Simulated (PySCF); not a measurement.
Isomers of C4H9N and their computed core-level spectra.

Computed with delta-SCF UKS SCAN, pcX-2 on the ionised atom, pcseg-1 elsewhere, spin-free X2C (PySCF). Geometries: GFN2-xTB; isolated species, one conformer each.

Line lists (1s up to Mg, 2p3/2 beyond; areas count atoms within a level, one atom standing for each set equivalent by bonding):
1. C 1s: 290.34 (area 2), 291.08 (area 2) eV; N 1s: 404.57 eV
2. C 1s: 290.64 (area 1), 290.83 (area 1), 290.88 (area 1), 291.90 (area 1) eV; N 1s: 404.44 eV
3. C 1s: 289.05 (area 1), 290.96 (area 1), 291.52 (area 2) eV; N 1s: 405.10 eV
4. C 1s: 290.64 (area 1), 290.84 (area 1), 290.85 (area 1), 291.79 (area 1) eV; N 1s: 403.99 eV

Structures:
A. `C=CN(C)C`
B. `[H]/N=C(/C)CC`
C. `[H]/N=C\CCC`
D. `C1CCNC1`

Question: Which list belongs to which compound?

Answer: 
- 1 = D: no other candidate has these counts of sites. C 1s: 290.34 ring CH2 carbon (×2), 291.08 sp3 carbon bound to nitrogen (×2); N 1s: 404.57 secondary amine nitrogen.
- 2 = C: another candidate has the same counts of sites, so positions decide. C 1s: 290.64 methyl carbon, 290.83 chain CH2 carbon, 290.88 chain CH2 carbon, 291.90 imine carbon; N 1s: 404.44 imine nitrogen.
- 3 = A: no other candidate has these counts of sites. C 1s: 289.05 terminal =CH2 carbon, 290.96 vinylic carbon bearing nitrogen, 291.52 N-methyl carbon (×2); N 1s: 405.10 enamine nitrogen.
- 4 = B: another candidate has the same counts of sites, so positions decide. C 1s: 290.64 methyl carbon, 290.84 methyl carbon, 290.85 chain CH2 carbon, 291.79 imine carbon; N 1s: 403.99 imine nitrogen.

3 of these hole states are spin-contaminated (⟨S²⟩ up to 0.87, against 0.75; counted from 0.85) and less certain.
